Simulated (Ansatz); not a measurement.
System: cubic perovskite CsPbI3 (cubic high-temperature phase). Method: PBEsol-D3(BJ) (plane waves, PAW; Ansatz, a program for electronic structure).

Numerical settings: plane-wave cutoff 520 eV, 6×6×6 k mesh, Fermi–Dirac smearing 0.01 eV, scalar-relativistic PAW data made under PBE.

Equation-of-state points:

| V (Å³/atom) | E − E_lowest (meV/atom) | P (GPa) |
|---|---|---|
| 43.714 | 11.69 | 1.416 |
| 44.644 | 5.02 | 0.892 |
| 45.574 | 1.23 | 0.424 |
| 46.504 | 0.00 | 0.008 |
| 47.434 | 1.05 | -0.364 |
| 48.364 | 4.14 | -0.694 |
| 49.294 | 9.05 | -0.989 |

Q: Fit the third-order Birch–Murnaghan equation and give B0 and B′.

A: V0 = 46.522 Å³/atom, B0 = 19.6 GPa, B′ = 4.8 (fit to the energies at full precision).

Note: the relaxation could not lower the start's symmetry, so the cell can be a saddle point above a distorted one.

Spin–orbit coupling is not included; it can shift volumes and moduli of such heavy elements.

The computed numbers hold no vibrational or temperature effects.

The result took very roughly 3 core-minutes.
